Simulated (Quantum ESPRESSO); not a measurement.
**HfC: zone-centre phonons under several settings**

```xyz
2
Lattice="0.0000 2.3250 2.3250 2.3250 0.0000 2.3250 2.3250 2.3250 0.0000" Properties=species:S:1:pos:R:3 pbc="T T T"
Hf    2.3250    2.3250    2.3250
C     0.0000    0.0000    0.0000
```

All runs used Quantum ESPRESSO 7.5; k mesh 8 × 8 × 8; relaxed cell; no spin polarisation; cutoff 612 eV; occupations cold, width 0.2 eV.

| level | potentials | volume (Å³/atom) | pressure (GPa) | lowest optical mode without the field (cm⁻¹) |
| --- | --- | --- | --- | --- |
| LDA | GBRV 1.5 LDA | 11.99 | -0.1 | 488 |
| PBE | GBRV 1.5 PBE | ? | 0.0 | ? |
| PBEsol | GBRV 1.5 PBEsol | 12.24 | -0.1 | 483 |
| AM05 | GBRV 1.5 PBE | 12.22 | -0.1 | 486 |
| WC | GBRV 1.5 PBE | 12.31 | 0.0 | 480 |
| RPBE | GBRV 1.5 PBE | 12.76 | 0.0 | 452 |

What stands in the row left open?

Volume 12.58 Å³/atom; lowest optical mode without the field 466 cm⁻¹.

Caveats: the mesh is thin for the phonons of a metal; the potentials were made for another functional, which shifts forces and pressure (some runs).

For the row left open. Caveat: the mesh is thin for the phonons of a metal.
